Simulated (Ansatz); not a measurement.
# SnO (Pmn2_1), random displacements

Level of theory: Ansatz 0.2.0, DFT r2SCAN, scalar-relativistic, plane waves, PAW. Cutoff 300 eV, Γ-centred 4×4×4 k-points, Gaussian smearing of 0.05 eV. The mesh is coarse. The cutoff lies under the one recommended for these potentials. No spin polarisation. Energies are free energies at this smearing, counted from the undisturbed cell; pressure is positive in compression.

The starting cell (as given, not relaxed at this level; this form isn't the usual structure):

```
Sn O
1.0
     3.35500    0.00000    0.00000
     0.00000    5.67410    0.00000
     0.00000    0.00000    4.22197
Sn O
2 2
Direct
  0.00000 0.23191 0.51314
  0.50000 0.76809 0.01314
  0.00000 0.89125 0.73686
  0.50000 0.10875 0.23686
```

The cell holds layers and no dispersion correction was added, so their binding is poorly described.

The atoms are displaced (Å, in the unstrained cell):

| atom | ux | uy | uz |
| --- | --- | --- | --- |
| Sn1 | -0.665 | -0.034 | 0.359 |
| Sn2 | -0.222 | 0.281 | -0.352 |
| O3 | 0.513 | -0.213 | -0.469 |
| O4 | 0.373 | -0.033 | 0.463 |

Strain (Voigt, engineering shear): (0.0516, 0.0760, -0.0157, -0.0028, -0.0329, -0.0242).

Task: What are the energy change, the stress and the forces?

Result: ΔE = 3334.4 meV/atom; stress (xx, yy, zz, yz, xz, xy; compression positive) (48.87, 37.91, 95.55, 33.58, 63.07, 26.12) GPa; gap on the mesh 1.01 eV.
```csv
atom,Fx (eV/Å),Fy,Fz
Sn1,22.00,24.37,33.12
Sn2,11.31,-4.91,15.09
O3,-11.97,3.33,-13.42
O4,-21.34,-22.79,-34.79
```

Cost: 1 run of about 0.096 core-minutes, on Intel Xeon Platinum 8488C (Sapphire Rapids) (shared hosts).